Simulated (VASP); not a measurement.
# Si (Fd-3m) in VASP: further runs

One crystal, Si, is run at these levels: r2SCAN, HSE06; tasks: relaxation of cell and atoms.

Program: VASP 6.6.1. These are calculated values, not measurements. Logs are shortened: lines on timing, memory, paths and dates and some standing lists are left out, and cuts for length are marked.

### Step 1. The structure

The structure is cubic, space group Fd-3m (No. 227). Conventional cell: a = 5.431 Å, b = 5.431 Å, c = 5.431 Å, α = 90.00°, β = 90.00°, γ = 90.00°. Si (site symmetry -43m) is surrounded by 4 Si at 2.35 Å.

### Step 2. Relaxation of cell and atoms, r2SCAN, target pressure 6 GPa, at which the enthalpy is minimised

File INCAR:

```
SYSTEM = Si
PREC = Accurate ; ENCUT = 600
EDIFF = 1E-6 ; ISMEAR = -1
SIGMA = 0.05 ; LREAL = .FALSE.
LASPH = .TRUE. ; NELM = 80
ALGO = Normal ; ISIF = 3
LWAVE = .FALSE. ; LCHARG = .FALSE.
METAGGA = R2SCAN ; LMIXTAU = .TRUE.
IBRION = 2 ; NSW = 60
EDIFFG = -0.02 ; PSTRESS = 60
```

File KPOINTS:

```
regular mesh
0
G
  11 11 11
  0 0 0
```

File POSCAR:

```
Si
1.0
    0.0000000000      2.7155000000      2.7155000000
    2.7155000000      0.0000000000      2.7155000000
    2.7155000000      2.7155000000      0.0000000000
Si
2
Direct
    0.0000000000      0.0000000000      0.0000000000
    0.2500000000      0.2500000000      0.2500000000
```

Potentials or basis: VASP PAW PBE potentials, release 64 (Si).

The run is started by

```
cat potpaw_PBE.64/Si/POTCAR > POTCAR
mpirun -np 1 vasp_std > vasp.out
```

OUTCAR:

```text
SYSTEM = Si
   PREC = Accurate
   ENCUT = 600
   EDIFF = 1E-6
   ISMEAR = -1
   LREAL = .FALSE.
   LASPH = .TRUE.
   NELM = 80
   ISIF = 3
   METAGGA = R2SCAN
   IBRION = 2
   NSW = 60
   EDIFFG = -0.02
   PSTRESS = 60

 ion  position               nearest neighbor table
   1  0.000  0.000  0.000-   2 2.35   2 2.35   2 2.35   2 2.35
   2  0.250  0.250  0.250-   1 2.35   1 2.35   1 2.35   1 2.35

  LATTYP: Found a face centered cubic cell.
 ALAT       =     5.4310000000

  Lattice vectors:

 A1 = (   0.0000000000,   2.7155000000,   2.7155000000)
 A2 = (   2.7155000000,   0.0000000000,   2.7155000000)
 A3 = (   2.7155000000,   2.7155000000,   0.0000000000)

Analysis of symmetry for initial positions (statically):
=====================================================================
 Subroutine PRICEL returns:
 Original cell was already a primitive cell.

 Routine SETGRP: Setting up the symmetry group for a
 face centered cubic supercell.

 Subroutine GETGRP returns: Found 48 space group operations
 (whereof 24 operations were pure point group operations)
 out of a pool of 48 trial point group operations.

The static configuration has the point symmetry T_d .
 The point group associated with its full space group is O_h .

Analysis of symmetry for dynamics (positions and initial velocities):
=====================================================================
 Subroutine PRICEL returns:
 Original cell was already a primitive cell.

 Routine SETGRP: Setting up the symmetry group for a
 face centered cubic supercell.

 Subroutine GETGRP returns: Found 48 space group operations
 (whereof 24 operations were pure point group operations)
 out of a pool of 48 trial point group operations.

The dynamic configuration has the point symmetry T_d .
 The point group associated with its full space group is O_h .

 Subroutine INISYM returns: Found 48 space group operations
 (whereof 24 operations are pure point group operations),
 and found     1 'primitive' translations

----------------------------------------------------------------------------------------

                                     Primitive cell

  volume of cell :      40.0479

  direct lattice vectors                    reciprocal lattice vectors
     0.000000000  2.715500000  2.715500000    -0.184128153  0.184128153  0.184128153
     2.715500000  0.000000000  2.715500000     0.184128153 -0.184128153  0.184128153
     2.715500000  2.715500000  0.000000000     0.184128153  0.184128153 -0.184128153

  length of vectors
     3.840296929  3.840296929  3.840296929     0.318919316  0.318919316  0.318919316

  position of ions in fractional coordinates (direct lattice)
     0.000000000  0.000000000  0.000000000
     0.250000000  0.250000000  0.250000000

  ion indices of the primitive-cell ions
   primitive index   ion index
                 1           1
                 2           2

----------------------------------------------------------------------------------------

 KPOINTS: regular mesh

Automatic generation of k-mesh.
 Grid dimensions read from file:
 generate k-points for:   11   11   11

 Generating k-lattice:

  Cartesian coordinates                     Fractional coordinates (reciprocal lattice)
    -0.016738923  0.016738923  0.016738923     0.090909091  0.000000000  0.000000000
     0.016738923 -0.016738923  0.016738923     0.000000000  0.090909091  0.000000000
     0.016738923  0.016738923 -0.016738923     0.000000000  0.000000000  0.090909091

  Length of vectors
     0.028992665  0.028992665  0.028992665

  Shift w.r.t. Gamma in fractional coordinates (k-lattice)
     0.000000000  0.000000000  0.000000000

 Subroutine IBZKPT returns following result:
 ===========================================

 Found     56 irreducible k-points:

 Following reciprocal coordinates:
            Coordinates               Weight
  0.000000  0.000000  0.000000      1.000000
  0.090909  0.000000  0.000000      8.000000
  0.181818  0.000000  0.000000      8.000000
  0.272727  0.000000  0.000000      8.000000
  0.363636  0.000000  0.000000      8.000000
  0.454545  0.000000  0.000000      8.000000
[... 16 lines left out ...]
 -0.272727  0.181818  0.000000     24.000000
 -0.181818  0.181818  0.000000     12.000000
 [... further k-points ...]
   k-points           NKPTS =     56   k-points in BZ     NKDIM =     56   number of bands    NBANDS=      8
   number of dos      NEDOS =    301   number of ions     NIONS =      2
   total plane-waves  NPLWV =  32768
   dimension x,y,z NGX =    32 NGY =   32 NGZ =   32
   dimension x,y,z NGXF=    64 NGYF=   64 NGZF=   64
   ions per type =               2
   NGX,Y,Z   is equivalent  to a cutoff of  13.85, 13.85, 13.85 a.u.
   NGXF,Y,Z  is equivalent  to a cutoff of  27.71, 27.71, 27.71 a.u.
 SYSTEM =  Si
   PREC   = accura    normal or accurate (medium, high low for compatibility)
   ISTART =      0    job   : 0-new  1-cont  2-samecut
   ICHARG =      2    charge: 1-file 2-atom 10-const
   ISPIN  =      1    spin polarized calculation?
   LNONCOLLINEAR =      F non collinear calculations
   LSORBIT =      F    spin-orbit coupling
   LASPH  =      T    aspherical Exc in radial PAW
   ENCUT  =  600.0 eV  44.10 Ry    6.64 a.u.   7.67  7.67  7.67*2*pi/ulx,y,z
   NELM   =     80;   NELMIN=  2; NELMDL= -5     # of ELM steps
   EDIFF  = 0.1E-05   stopping-criterion for ELM
   LREAL  =      F    real-space projection
   EDIFFG = -.2E-01   stopping-criterion for IOM
   NSW    =     60    number of steps for IOM
   IBRION =      2    ionic relax: 0-MD 1-quasi-New 2-CG
   NFREE  =      1    steps in history (QN), initial steepest desc. (CG)
   ISIF   =      3    stress and relaxation
   ISYM   =      2    0-nonsym 1-usesym 2-fastsym
   POTIM  = 0.5000    time-step for ionic-motion
   TEBEG  =    0.0;   TEEND  =   0.0 temperature during run
   PSTRESS=   60.0 pullay stress
   NELECT =       8.0000    total number of electrons
   NUPDOWN=      -1.0000    fix difference up-down
   EMIN   =  10.00;   EMAX   =-10.00  energy-range for DOS
   EFERMI =   0.00;   METHOD = LEGACY
   ISMEAR =    -1;   SIGMA  =   0.05  broadening in eV -4-tet -1-fermi 0-gaus
   EFERMI_NEDOS =   21; number of points for ismear=-14 and -15
   IALGO  =     38    algorithm
   IMIX   =      4    mixing-type and parameters
     AMIX     =   0.40;   BMIX     =  1.00
     AMIX_MAG =   1.60;   BMIX_MAG =  1.00
  volume/ion in A,a.u.               =      20.02       135.13
  Fermi-wavevector in a.u.,A,eV,Ry     =   0.956999  1.808467 12.460868  0.915848
  Thomas-Fermi vector in A             =   2.085978
   LORBIT       =      0    0 simple, 1 ext, 2 COOP (PROOUT), +10 PAW based schemes
   METAGGA = R2SCAN    functional components
   LHFCALC =     F    Hartree Fock is set to
   AEXX    =    0.0000 exact exchange contribution
   IVDW    =     0    specifies the selected vdW correction
   LEPSILON=     F    determine dielectric tensor
   LRPA    =     F    only Hartree local field effects (RPA)
 conjugate gradient relaxation of ions
 non-spin polarized calculation
  energy-cutoff  :      600.00
  volume of cell :       40.05
 maximum number of plane-waves:      1363
   NGX = 15   NGY = 15   NGZ = 15

--------------------------------------- Ionic step        1  -------------------------------------------

 number of electron       7.9999999 magnetization

 Free energy of the ion-electron system (eV)
  ---------------------------------------------------
  ext. energy  EPLUGINS =         0.00000000
  ---------------------------------------------------
  free energy    TOTEN  =       -17.54963112 eV

  energy without entropy =      -17.54962818  energy(sigma->0) =      -17.54962965

 E-fermi :   6.1155     XC(G=0):  -9.8544

 val. band max:        5.7359637240   @ k =   0.0000   0.0000   0.0000
 cond. band min:       6.5365373087   @ k =   0.4545   0.4545   0.0000
 fundamental gap:      0.8005735847
 Fermi energy:         6.1154991402

 k-point     1 :       0.0000    0.0000    0.0000
  band No.  band energies     occupation
      1      -6.7890      2.00000
      2       5.7360      1.99899
      3       5.7360      1.99899
      4       5.7360      1.99899
      5       8.4941      0.00000
      6       8.4941      0.00000
      7       8.4941      0.00000
      8       9.7227      0.00000

 k-point     2 :       0.0909    0.0000    0.0000
  band No.  band energies     occupation
      1      -6.6751      2.00000
      2       4.7331      2.00000
      3       5.5589      1.99997
      4       5.5589      1.99997
      5       8.5995      0.00000
      6       8.7558      0.00000
      7       8.7558      0.00000
      8      10.4544      0.00000
[... 309 lines left out ...]
  FREE ENERGIE OF THE ION-ELECTRON SYSTEM (eV)
  ---------------------------------------------------
  free  energy   TOTEN  =       -17.4014037425 eV

  energy  without entropy=      -17.4013876959  energy(sigma->0) =      -17.40139572

  enthalpy is  TOTEN    =       -16.0459943230 eV   P V=        1.3554094195

--------------------------------------- Ionic step        3  -------------------------------------------

 number of electron       8.0000000 magnetization

 Free energy of the ion-electron system (eV)
  ---------------------------------------------------
  ext. energy  EPLUGINS =         0.00000000
  ---------------------------------------------------
  free energy    TOTEN  =       -17.51206262 eV

  energy without entropy =      -17.51205612  energy(sigma->0) =      -17.51205937

 E-fermi :   6.5877     XC(G=0): -10.0542

 val. band max:        6.2542211523   @ k =   0.0000   0.0000   0.0000
 cond. band min:       6.9591213306   @ k =   0.4545   0.4545   0.0000
 fundamental gap:      0.7049001782
 Fermi energy:         6.5877338853

 k-point     1 :       0.0000    0.0000    0.0000
  band No.  band energies     occupation
      1      -6.6331      2.00000
      2       6.2542      1.99747
      3       6.2542      1.99747
      4       6.2542      1.99747
      5       9.0338      0.00000
      6       9.0338      0.00000
      7       9.0338      0.00000
      8      10.8669      0.00000

 k-point     2 :       0.0909    0.0000    0.0000
  band No.  band energies     occupation
      1      -6.5143      2.00000
      2       5.2401      2.00000
      3       6.0678      1.99994
      4       6.0678      1.99994
      5       9.2058      0.00000
      6       9.3089      0.00000
      7       9.3089      0.00000
      8      11.5328      0.00000
[... 264 lines left out ...]
 POSITION                                       TOTAL-FORCE (eV/Angst)
 -----------------------------------------------------------------------------------
      0.00000      0.00000      0.00000         0.000000      0.000000      0.000000
      1.33544      1.33544      1.33544        -0.000000     -0.000000     -0.000000
 -----------------------------------------------------------------------------------
    total drift:                               -0.000000      0.000000      0.000000

  FREE ENERGIE OF THE ION-ELECTRON SYSTEM (eV)
  ---------------------------------------------------
  free  energy   TOTEN  =       -17.5120626219 eV

  energy  without entropy=      -17.5120561227  energy(sigma->0) =      -17.51205937

  enthalpy is  TOTEN    =       -16.0850257024 eV   P V=        1.4270369195

 reached required accuracy - stopping structural energy minimisation
```

Run time: 2.2 min. Hardware: 1 thread of AMD EPYC 9R45 (Zen 5), shared host; peak memory 0.16 GiB.

What came out:

```yaml
Free_energy: -17.5121 eV
Relaxed_volume: 19.05 Å³/atom
Relaxed_cell: a = 3.777 Å, b = 3.777 Å, c = 3.777 Å, α = 60.00°, β = 60.00°, γ = 60.00°
Space_group_after_relaxing_to_0.05_Å: Fd-3m (No. 227)
Energy_change_on_relaxing_the_enthalpy_is_what_falls: +18.8 meV/atom
Ionic_steps: 3
Pressure_after_relaxing: 6.0 GPa
Band_gap_on_the_k_mesh: 0.70 eV, indirect (least direct gap 2.78 eV)
```

The path:
| step | energy change (eV) | largest force (eV/Å) | pressure (GPa) | volume (Å³) |
| --- | --- | --- | --- | --- |
| 1 | 0.0000 | 0.0000 | 0.50 | 40.05 |
| 2 | 0.1482 | 0.0000 | 12.88 | 36.19 |
| 3 | 0.0376 | 0.0000 | 5.96 | 38.11 |

Final structure:
```yaml
crystal:
  lattice:
    - [0.00000, 2.67088, 2.67088]
    - [2.67088, 0.00000, 2.67088]
    - [2.67088, 2.67088, 0.00000]
  atoms:
    - { symbol: Si, position: [0.00000, 0.00000, 0.00000] }
    - { symbol: Si, position: [0.25000, 0.25000, 0.25000] }
```

Levels at points of the mesh, in eV from the valence-band top:
```csv
k point,band 2,band 3,band 4,band 5,band 6,band 7
"(0.00, 0.00, 0.00)",0.00,0.00,0.00,2.78,2.78,2.78
```

Caveat: the cell is relaxed towards a set pressure, so the enthalpy falls and the energy may rise; the PAW data sets were made with another functional, which shifts forces and pressure a little; an odd mesh through Γ misses points on the zone boundary, where band edges often lie. r2SCAN opens gaps a little over a GGA but as a rule still falls short of measured ones.

(Continued in part 2 of 2.)
